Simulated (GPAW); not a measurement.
Write an ASE script for GPAW 26.7.0 that does the following.

| Item | Value |
| --- | --- |
| Task | equation of state |
| Functional | PBEsol |
| Dispersion | D3(BJ) |
| Potentials or basis | PAW data sets generated in the run's folder for this functional |
| Cutoff | 800 eV |
| Basis | pw |
| k mesh | 7 × 7 × 7 |
| Occupations | fermi-dirac, width 0.05 eV |
| Spin | no spin polarisation |
| Maxiter | 150 |
| Eos scales | [0.94, 0.96, 0.98, 1.0, 1.02, 1.04, 1.06] |

The structure of ZrO2 lies in ZrO2.cif:

```cif
data_ZrO2
_cell_length_a 3.59927634
_cell_length_b 3.59927634
_cell_length_c 3.59927634
_cell_angle_alpha 60.00000000
_cell_angle_beta 60.00000000
_cell_angle_gamma 60.00000000
_space_group_name_H-M_alt 'P1'
_space_group_name_Hall 'P 1'
_space_group_IT_number 1
loop_
_space_group_symop_operation_xyz
'x,y,z'
loop_
_atom_site_label
_atom_site_type_symbol
_atom_site_symmetry_multiplicity
_atom_site_Wyckoff_symbol
_atom_site_fract_x
_atom_site_fract_y
_atom_site_fract_z
_atom_site_occupancy
Zr1 Zr 1 a 0.0000000000 0.0000000000 0.0000000000 1
O1 O 1 a 0.7500000000 0.7500000000 0.7500000000 1
O2 O 1 a 0.2500000000 0.2500000000 0.2500000000 1
```

Measurements of this composition are mostly on another form, of space group No. 14.

One way to write it, as run:

run.py

```python
from ase.calculators.mixing import SumCalculator
from ase.eos import EquationOfState
from ase.io import Trajectory, read
from ase.units import GPa
from dftd3.ase import DFTD3
from gpaw import GPAW, PW, setup_paths

setup_paths.insert(0, '.')

atoms = read('ZrO2.cif')

traj = Trajectory('eos.traj', 'w')
volumes, energies = [], []
for x in [0.94, 0.96, 0.98, 1.0, 1.02, 1.04, 1.06]:
    a = atoms.copy()
    a.set_cell(atoms.cell * x**(1 / 3), scale_atoms=True)
    calc = GPAW(mode=PW(800),
                xc='PBEsol',
                kpts={'size': (7, 7, 7), 'gamma': True},
                occupations={'name': 'fermi-dirac', 'width': 0.05},
                nbands=24,
                convergence={'density': 1e-05, 'energy': 1e-05},
                maxiter=150,
                txt=f'eos-{x:.2f}.txt')
    a.calc = SumCalculator([calc, DFTD3(method='pbesol', damping='d3bj')])
    energies.append(a.get_potential_energy())
    volumes.append(a.get_volume())
    p = -a.get_stress()[:3].mean() / GPa
    calc.write(f'eos-{x:.2f}.gpw')
    traj.write(a)
    print(f'{x:.2f} {volumes[-1]:10.4f} A^3 {energies[-1]:14.6f} eV {p:9.3f} GPa', flush=True)

v0, e0, B = EquationOfState(volumes, energies, eos='birchmurnaghan').fit()
print(f'V0 = {v0:.4f} A^3, E0 = {e0:.6f} eV, B0 = {B / GPa:.2f} GPa')
```

Potentials or basis: PAW data sets generated in the run's folder for this functional, pw.

Command:

```console
$ gpaw-setup -f PBEsol O Zr
$ OMP_NUM_THREADS=1 python run.py
```

It gave:

The equilibrium volume is 10.59 Å³/atom and the bulk modulus is 264 GPa. The pressure derivative of the bulk modulus is 4.3.

It took 100 s on 1 thread of AMD EPYC 7B13 (Zen 3) (shared host), peak memory 0.26 GiB.
